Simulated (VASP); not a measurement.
# FeSi23 (a cell with a defect) in VASP: further runs

Runs on FeSi23 (a cell with a defect). Level: PBEsol+U. Tasks: relaxation of the atoms, single point.

Everything below comes from runs of VASP 6.6.1. Logs are shortened: lines on timing, memory, paths and dates and some standing lists are left out, and cuts for length are marked.

### Step 1. Starting point

The cell holds a defect, 24 atoms: a = 11.534 Å, b = 7.689 Å, c = 7.689 Å, α = 60.00°, β = 60.00°, γ = 60.00°.

### Step 2. Relaxation of the atoms, PBEsol+U, collinear spin, zero start (atoms moved at random, drawn with an rms of 0.05 Å)

The input, INCAR:

```
SYSTEM = FeSi23
PREC = Accurate
ENCUT = 350
EDIFF = 1E-5
ISMEAR = 0
SIGMA = 0.03
LREAL = Auto
LASPH = .True.
NELM = 120
ALGO = Normal
ISIF = 2
LWAVE = .False.
LCHARG = .False.
ISPIN = 2
MAGMOM = 0 0 0 0 0 0 0 0 0 0 0 0 0 0 0 0 0 0 0 0 0 0 0 0
LORBIT = 11
NUPDOWN = 0
LMAXMIX = 4
LDAU = .True.
LDAUTYPE = 2
LDAUL = 2 -1
LDAUU = 4 0
LDAUJ = 0 0
LDAUPRINT = 1
GGA = PS
IBRION = 2
NSW = 60
EDIFFG = -0.03
ISYM = 0
KPAR = 4
```

The input, KPOINTS:

```
regular mesh
0
Gamma
  2 3 3
  0 0 0
```

The input, POSCAR:

```
FeSi23
1.0
    0.0000000000      8.1555000000      8.1555000000
    5.4370000000      0.0000000000      5.4370000000
    5.4370000000      5.4370000000      0.0000000000
Fe Si
1 23
Direct
   -0.0019570000      0.0003600000      0.0016180000
    0.0023520000     -0.0016790000      0.4981950000
    0.0027350000      0.4966000000     -0.0012820000
    0.0007840000      0.5048110000      0.4940640000
    0.3380520000      0.0029640000     -0.0063920000
    0.3326460000     -0.0006540000      0.4992250000
    0.3326120000      0.4944900000      0.0068860000
    0.3356400000      0.4943640000      0.4995040000
    0.6688200000      0.0044100000     -0.0000880000
    0.6707740000     -0.0069800000      0.5022750000
    0.6699950000      0.5030330000     -0.0028820000
    0.6716460000      0.4999780000      0.4977190000
    0.0777520000      0.1366670000      0.1252050000
    0.0771610000      0.1285410000      0.6293370000
    0.0831060000      0.6212410000      0.1228890000
    0.0855790000      0.6233910000      0.6209430000
    0.4159270000      0.1247370000      0.1231680000
    0.4132210000      0.1297450000      0.6186670000
    0.4188780000      0.6227710000      0.1228100000
    0.4197310000      0.6283970000      0.6215800000
    0.7538100000      0.1228910000      0.1285920000
    0.7462550000      0.1359120000      0.6217880000
    0.7517610000      0.6226210000      0.1229210000
    0.7525790000      0.6209160000      0.6258130000
```

Potentials or basis: VASP PAW PBE potentials, release 64 (Fe, Si).

Command:

```sh
$ cat potpaw_PBE.64/Fe/POTCAR potpaw_PBE.64/Si/POTCAR > POTCAR
$ mpirun -np 4 vasp_std > vasp.out
```

OUTCAR:

```text
SYSTEM = FeSi23
   PREC = Accurate
   ENCUT = 350
   EDIFF = 1E-5
   ISMEAR = 0
   LREAL = Auto
   LASPH = .True.
   NELM = 120
   ISIF = 2
   ISPIN = 2
   LORBIT = 11
   NUPDOWN = 0
   GGA = PS
   IBRION = 2
   NSW = 60
   EDIFFG = -0.03
   ISYM = 0

 ion  position               nearest neighbor table
   1  0.998  0.000  0.002-  21 2.30  14 2.34  15 2.38  13 2.38
   2  0.002  0.998  0.498-  13 2.34  14 2.35  16 2.35  22 2.41
   3  0.003  0.497  0.999-  13 2.26  15 2.32  23 2.36  16 2.37
   4  0.001  0.505  0.494-  15 2.33  24 2.34  16 2.34  14 2.36
   5  0.338  0.003  0.994-  17 2.31  18 2.36  19 2.39  13 2.45
   6  0.333  0.999  0.499-  18 2.33  20 2.33  17 2.36  14 2.41
[... 16 lines left out ...]
  23  0.752  0.623  0.123-  11 2.31  12 2.35   3 2.36   9 2.40
  24  0.753  0.621  0.626-  12 2.33  11 2.33  10 2.34   4 2.34

IMPORTANT INFORMATION: All symmetrisations will be switched off!
NOSYMM: (Re-)initialisation of all symmetry stuff for point group C_1.

----------------------------------------------------------------------------------------

                                     Primitive cell

  volume of cell :     482.1690

  direct lattice vectors                    reciprocal lattice vectors
     0.000000000  8.155500000  8.155500000    -0.061308320  0.061308320  0.061308320
     5.437000000  0.000000000  5.437000000     0.091962479 -0.091962479  0.091962479
     5.437000000  5.437000000  0.000000000     0.091962479  0.091962479 -0.091962479

  length of vectors
    11.533618708  7.689079139  7.689079139     0.106189124  0.159283687  0.159283687

  position of ions in fractional coordinates (direct lattice)
     0.998043000  0.000360000  0.001618000
     0.002352000  0.998321000  0.498195000
     0.002735000  0.496600000  0.998718000
     0.000784000  0.504811000  0.494064000
     0.338052000  0.002964000  0.993608000
     0.332646000  0.999346000  0.499225000
[... 16 lines left out ...]
     0.751761000  0.622621000  0.122921000
     0.752579000  0.620916000  0.625813000

  ion indices of the primitive-cell ions
   primitive index   ion index
                 1           1
                 2           2
                 3           3
                 4           4
                 5           5
                 6           6
[... 16 lines left out ...]
                23          23
                24          24

----------------------------------------------------------------------------------------

 KPOINTS: regular mesh

Automatic generation of k-mesh.
 Grid dimensions read from file:
 generate k-points for:    2    3    3

 Generating k-lattice:

  Cartesian coordinates                     Fractional coordinates (reciprocal lattice)
    -0.030654160  0.030654160  0.030654160     0.500000000  0.000000000  0.000000000
     0.030654160 -0.030654160  0.030654160     0.000000000  0.333333333  0.000000000
     0.030654160  0.030654160 -0.030654160     0.000000000  0.000000000  0.333333333

  Length of vectors
     0.053094562  0.053094562  0.053094562

  Shift w.r.t. Gamma in fractional coordinates (k-lattice)
     0.000000000  0.000000000  0.000000000

 WARNING: IBZKPT: internal override: KBLOWUP is changed to .FALSE.
      ... skipping the blow-up phase ...

 Subroutine IBZKPT returns following result:
 ===========================================

 Found     10 irreducible k-points:

 Following reciprocal coordinates:
            Coordinates               Weight
  0.000000  0.000000  0.000000      1.000000
  0.500000  0.000000  0.000000      1.000000
  0.000000  0.333333  0.000000      2.000000
  0.500000  0.333333  0.000000      2.000000
  0.000000  0.000000  0.333333      2.000000
  0.500000  0.000000  0.333333      2.000000
  0.000000  0.333333  0.333333      2.000000
  0.500000  0.333333  0.333333      2.000000
  0.000000 -0.333333  0.333333      2.000000
  0.500000 -0.333333  0.333333      2.000000
   k-points           NKPTS =     10   k-points in BZ     NKDIM =     10   number of bands    NBANDS=     63
[... 80 lines left out ...]

  FORCE on cell =-STRESS in cart. coord.  units (eV):
  Direction    XX          YY          ZZ          XY          YZ          ZX
  --------------------------------------------------------------------------------------
  -------------------------------------------------------------------------------------
  Total       -3.3925395     -3.0948831     -3.0299751      1.0407961     -1.2504030      3.6163319
  in kB      -11.2729152    -10.2838464    -10.0681663      3.4584139     -4.1549072     12.0165447
  external PRESSURE =     -10.5416427 kB  Pullay stress =       0.0000000 kB
[... 155 lines left out ...]
  FREE ENERGIE OF THE ION-ELECTRON SYSTEM (eV)
  ---------------------------------------------------
  free  energy   TOTEN  =      -134.6170292795 eV

  energy  without entropy=     -134.6170292795  energy(sigma->0) =     -134.61702928

[... ionic steps 4 to 15 ...]

--------------------------------------- Ionic step       16  -------------------------------------------

 number of electron      99.9999996 magnetization      -0.0000000

------------------------ aborting loop because EDIFF is reached ----------------------------------------
[... 105 lines left out ...]
  FREE ENERGIE OF THE ION-ELECTRON SYSTEM (eV)
  ---------------------------------------------------
  free  energy   TOTEN  =      -134.6838828583 eV

  energy  without entropy=     -134.6838828583  energy(sigma->0) =     -134.68388286

atom =   1  type =  1  l = 2

 onsite density matrix

spin component  1

  0.5159  0.0372  0.0185 -0.0773 -0.0188
  0.0372  0.5687  0.0203  0.0366 -0.0365
  0.0185  0.0203  0.8445  0.0084  0.0028
 -0.0773  0.0366  0.0084  0.5153 -0.0257
 -0.0188 -0.0365  0.0028 -0.0257  0.8411

spin component  2

  0.5653 -0.0574 -0.0267  0.0543  0.0190
 -0.0574  0.5194 -0.0201 -0.0569  0.0325
 -0.0267 -0.0201  0.8501 -0.0035  0.0035
  0.0543 -0.0569 -0.0035  0.5661  0.0326
  0.0190  0.0325  0.0035  0.0326  0.8464

 occupancies and eigenvectors

  o =  0.4189  v =  0.6693 -0.3153 -0.0277  0.6708  0.0436  0.0000  0.0000  0.0000  0.0000  0.0000      0.0000  0.0000  0.0000  0.0000  0.0000  0.0000  0.0000  0.0000  0.0000  0.0000
  o =  0.4668  v =  0.0000  0.0000  0.0000  0.0000  0.0000  0.3557  0.8588  0.0739  0.3403 -0.1212      0.0000  0.0000  0.0000  0.0000  0.0000  0.0000  0.0000  0.0000  0.0000  0.0000
  o =  0.5103  v =  0.0000  0.0000  0.0000  0.0000  0.0000 -0.7027  0.0099 -0.0470  0.7092 -0.0296      0.0000  0.0000  0.0000  0.0000  0.0000  0.0000  0.0000  0.0000  0.0000  0.0000
  o =  0.5770  v =  0.1841  0.9337 -0.0930  0.2407  0.1664  0.0000  0.0000  0.0000  0.0000  0.0000      0.0000  0.0000  0.0000  0.0000  0.0000  0.0000  0.0000  0.0000  0.0000  0.0000
  o =  0.5926  v = -0.7154 -0.0375  0.0321  0.6968  0.0120  0.0000  0.0000  0.0000  0.0000  0.0000      0.0000  0.0000  0.0000  0.0000  0.0000  0.0000  0.0000  0.0000  0.0000  0.0000
  o =  0.6632  v =  0.0000  0.0000  0.0000  0.0000  0.0000  0.6056 -0.5066  0.0449  0.6066 -0.0818      0.0000  0.0000  0.0000  0.0000  0.0000  0.0000  0.0000  0.0000  0.0000  0.0000
  o =  0.8463  v = -0.0249  0.0025 -0.8641  0.0230 -0.5022  0.0000  0.0000  0.0000  0.0000  0.0000      0.0000  0.0000  0.0000  0.0000  0.0000  0.0000  0.0000  0.0000  0.0000  0.0000
  o =  0.8506  v =  0.0752  0.1652  0.4929  0.0780 -0.8474  0.0000  0.0000  0.0000  0.0000  0.0000      0.0000  0.0000  0.0000  0.0000  0.0000  0.0000  0.0000  0.0000  0.0000  0.0000
  o =  0.8533  v =  0.0000  0.0000  0.0000  0.0000  0.0000  0.0429  0.0062 -0.8821 -0.0355 -0.4678      0.0000  0.0000  0.0000  0.0000  0.0000  0.0000  0.0000  0.0000  0.0000  0.0000
  o =  0.8538  v =  0.0000  0.0000  0.0000  0.0000  0.0000 -0.1055 -0.0756  0.4607 -0.1093 -0.8712      0.0000  0.0000  0.0000  0.0000  0.0000  0.0000  0.0000  0.0000  0.0000  0.0000

--------------------------------------- Ionic step       18  -------------------------------------------

 number of electron      99.9999996 magnetization      -0.0000000

 Free energy of the ion-electron system (eV)
  ---------------------------------------------------
  ext. energy  EPLUGINS =         0.00000000
  ---------------------------------------------------
  free energy    TOTEN  =      -134.68410920 eV

  energy without entropy =     -134.68410920  energy(sigma->0) =     -134.68410920

 E-fermi :   5.4174     XC(G=0):  -9.5652

 val. band max:        5.2547539751   @ k =   0.0000   0.0000   0.0000
 cond. band min:       5.5839493580   @ k =   0.0000  -0.3333   0.3333
 fundamental gap:      0.3291953829
 Fermi energy:         5.4173878261

 spin component 1

 k-point     1 :       0.0000    0.0000    0.0000
  band No.  band energies     occupation
      1      -6.2862      1.00000
      2      -5.0095      1.00000
      3      -4.8052      1.00000
      4      -4.0238      1.00000
      5      -3.9577      1.00000
      6      -3.8721      1.00000
[... 639 lines left out ...]
     61       8.7711      0.00000
     62       8.8951      0.00000
 Fermi energy:         5.4173878261

 spin component 2

 k-point     1 :       0.0000    0.0000    0.0000
  band No.  band energies     occupation
      1      -6.2833      1.00000
      2      -5.0042      1.00000
      3      -4.8099      1.00000
      4      -4.0228      1.00000
      5      -3.9548      1.00000
      6      -3.8670      1.00000
[... 639 lines left out ...]
     61       8.7721      0.00000
     62       8.9005      0.00000
 [bands above 62 left out]

------------------------ aborting loop because EDIFF is reached ----------------------------------------

  FORCE on cell =-STRESS in cart. coord.  units (eV):
  Direction    XX          YY          ZZ          XY          YZ          ZX
  --------------------------------------------------------------------------------------
  -------------------------------------------------------------------------------------
  Total       -4.4358828     -3.7502543     -3.7417969      0.8069588     -0.0494906      0.8116875
  in kB      -14.7397932    -12.4615495    -12.4334467      2.6814068     -0.1644501      2.6971196
  external PRESSURE =     -13.2115964 kB  Pullay stress =       0.0000000 kB
[... 39 lines left out ...]
  FREE ENERGIE OF THE ION-ELECTRON SYSTEM (eV)
  ---------------------------------------------------
  free  energy   TOTEN  =      -134.6841091954 eV

  energy  without entropy=     -134.6841091954  energy(sigma->0) =     -134.68410920

 reached required accuracy - stopping structural energy minimisation

 total charge

# of ion       s       p       d       tot
------------------------------------------
    1        0.508   0.370   6.599   7.477
    2        0.758   0.917   0.000   1.675
    3        0.758   0.916   0.000   1.675
    4        0.758   0.920   0.000   1.677
    5        0.756   0.922   0.000   1.678
    6        0.755   0.929   0.000   1.683
[... 16 lines left out ...]
   23        0.752   0.938   0.000   1.690
   24        0.751   0.942   0.000   1.692
--------------------------------------------------
tot         17.923  21.636   6.599  46.158

 magnetization (x)

# of ion       s       p       d       tot
------------------------------------------
    1       -0.001   0.003  -0.062  -0.061
    2       -0.000  -0.003   0.000  -0.003
    3       -0.000  -0.004   0.000  -0.004
    4       -0.000  -0.003   0.000  -0.003
    5       -0.000   0.004   0.000   0.004
    6       -0.000   0.002   0.000   0.001
[... 16 lines left out ...]
   23       -0.000   0.000   0.000   0.000
   24       -0.000   0.000   0.000   0.000
--------------------------------------------------
tot          0.003   0.025  -0.062  -0.034
```

Run time: 32 min. Hardware: 4 MPI ranks of Intel Xeon 6975P-C (Granite Rapids), shared host; peak memory 0.72 GiB.

What came out:

- Free energy: -134.6841 eV
- Energy gained by relaxing: 19.1 meV/atom
- Ionic steps: 18
- Pressure after relaxing: -1.3 GPa
- Largest force after relaxing: 0.023 eV/Å
- Net moment: 0.00 μB per cell
- Site moments: Fe -0.06; Si -0.00, +0.00, +0.01, -0.01, +0.04 μB
- Valence electrons inside the program's atomic spheres: Fe 7.48; Si 1.68, 1.69, 1.67

Forces on the atoms (eV/Å):
```
Fe   0.001  0.000  0.008
Si  -0.012  0.009  0.005
Si   0.009  0.003  0.004
Si  -0.004 -0.006 -0.004
Si   0.008 -0.007 -0.006
Si   0.002 -0.002 -0.009
Si   0.006 -0.005  0.004
Si   0.001  0.013  0.005
Si  -0.016  0.011  0.011
Si  -0.014 -0.013 -0.004
Si   0.006 -0.014 -0.010
Si   0.012 -0.010  0.000
Si   0.000  0.001 -0.001
Si   0.002  0.006  0.005
Si  -0.014  0.004  0.002
Si   0.004  0.010  0.006
Si  -0.002  0.006  0.004
Si  -0.006  0.002  0.006
Si   0.002 -0.007  0.002
Si   0.020  0.005  0.001
Si   0.018 -0.006 -0.015
Si  -0.011 -0.004  0.003
Si  -0.018  0.000 -0.009
Si   0.009  0.003 -0.008
```

Step by step:
| step | energy change (eV) | largest force (eV/Å) | pressure (GPa) |
| --- | --- | --- | --- |
| 1 | 0.0000 | 1.8145 | -1.05 |
| 2 | -0.3881 | 0.5897 | -1.29 |
| 3 | -0.3916 | 0.5182 | -1.31 |
| 4 | -0.4380 | 0.1839 | -1.35 |
| 5 | -0.4416 | 0.1539 | -1.37 |
| 6 | -0.4484 | 0.0826 | -1.38 |
| 7 | -0.4487 | 0.0802 | -1.38 |
| 8 | -0.4489 | 0.0799 | -1.39 |
| 9 | -0.4512 | 0.0527 | -1.39 |
| 10 | -0.4528 | 0.0901 | -1.39 |
| 11 | -0.4550 | 0.0471 | -1.38 |
| 12 | -0.4556 | 0.0419 | -1.38 |
| 13 | -0.4562 | 0.0452 | -1.37 |
| 14 | -0.4578 | 0.0382 | -1.36 |
| 15 | -0.4590 | 0.0417 | -1.34 |
| 16 | -0.4581 | 0.0516 | -1.33 |
| 17 | -0.4584 | 0.0566 | -1.35 |
| 18 | -0.4586 | 0.0234 | -1.32 |

Final structure:
```cif
data_structure
_symmetry_space_group_name_H-M 'P 1'
_symmetry_Int_Tables_number 1
_cell_length_a 11.5336
_cell_length_b 7.6891
_cell_length_c 7.6891
_cell_angle_alpha 60.000
_cell_angle_beta 60.000
_cell_angle_gamma 60.000
_cell_volume 482.17
loop_
_atom_site_label
_atom_site_type_symbol
_atom_site_fract_x
_atom_site_fract_y
_atom_site_fract_z
_atom_site_occupancy
Fe1 Fe 0.00048 0.99904 0.99763 1
Si1 Si 0.00071 0.00068 0.49839 1
Si2 Si 0.00132 0.49991 0.99838 1
Si3 Si 0.00062 0.50088 0.49918 1
Si4 Si 0.33427 0.99934 0.99857 1
Si5 Si 0.33233 0.99978 0.50261 1
Si6 Si 0.33255 0.50390 0.99793 1
Si7 Si 0.33370 0.50047 0.49841 1
Si8 Si 0.66779 0.00149 0.00034 1
Si9 Si 0.66982 0.00034 0.49684 1
Si10 Si 0.67065 0.49779 0.99837 1
Si11 Si 0.66805 0.50022 0.49885 1
Si12 Si 0.08097 0.12003 0.11847 1
Si13 Si 0.08037 0.12136 0.63712 1
Si14 Si 0.08058 0.63871 0.11975 1
Si15 Si 0.08326 0.62623 0.62394 1
Si16 Si 0.41478 0.12746 0.12613 1
Si17 Si 0.41818 0.12551 0.62293 1
Si18 Si 0.41897 0.62357 0.12354 1
Si19 Si 0.41773 0.62485 0.62295 1
Si20 Si 0.76025 0.12064 0.11948 1
Si21 Si 0.75048 0.12531 0.62513 1
Si22 Si 0.75098 0.62624 0.12380 1
Si23 Si 0.75103 0.62578 0.62383 1
```

Eigenvalues of the final occupation matrices:
| site | spin | trace | eigenvalues |
| --- | --- | --- | --- |
| site 1 d | 1 | 3.29 | 0.42 0.58 0.59 0.85 0.85 |
| site 1 d | 2 | 3.35 | 0.47 0.51 0.66 0.85 0.85 |

Caveat: the PAW data sets were made with another functional, which shifts forces and pressure a little; the total moment is fixed, so each spin has its own Fermi level; the U is typed as a test and isn't derived for this compound. The state reached can hang on the start; a lower one may exist.

[end of part 1 of 2]
